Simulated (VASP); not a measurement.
Runs of VASP 6.6.1 on N. The structure is cubic, space group Pa-3 (No. 205). The conventional cell has a = 5.561 Å, b = 5.561 Å, c = 5.561 Å, α = 90.00°, β = 90.00°, γ = 90.00°. Around N (site symmetry 3) lie 1 N at 1.11 Å. 

```tsv
task	level	potentials or basis	cell	k mesh	cutoff (eV)	ladder	gap on the mesh (eV)	pressure (GPa)	relaxed volume (Å³/atom)	largest force (eV/Å)
dielectric tensor	LDA	VASP PAW LDA potentials, release 64 (N)	as given	6 × 6 × 6	520	free	(b)	-	-	-
relaxation of cell and atoms	PBE	VASP PAW PBE potentials, release 64 (N)	relaxed	4 × 4 × 4	600	gaps	7.40	0.0	(a)	-
relaxation of cell and atoms	PBE+D3(BJ)	VASP PAW PBE potentials, release 64 (N)	relaxed	4 × 4 × 4	600	gaps	7.17	-0.1	21.52	0.01
relaxation of cell and atoms	LDA	VASP PAW LDA potentials, release 64 (N)	relaxed	4 × 4 × 4	600	gaps	6.59	0.1	16.88	0.01
```

Alike in all rows: no spin polarisation; smearing gaussian 0.02 eV.

**Question.** Estimate the missing entries.

**Answer.** (a) 25.75; (b) 7.05.

Caveats: the standard files for N, O and F lose accuracy on very short bonds; the volume moved by over 15 % at a fixed basis, so the end points are rough (some runs).

A k mesh can miss the band edges.

Not every run made on this cell is shown here.
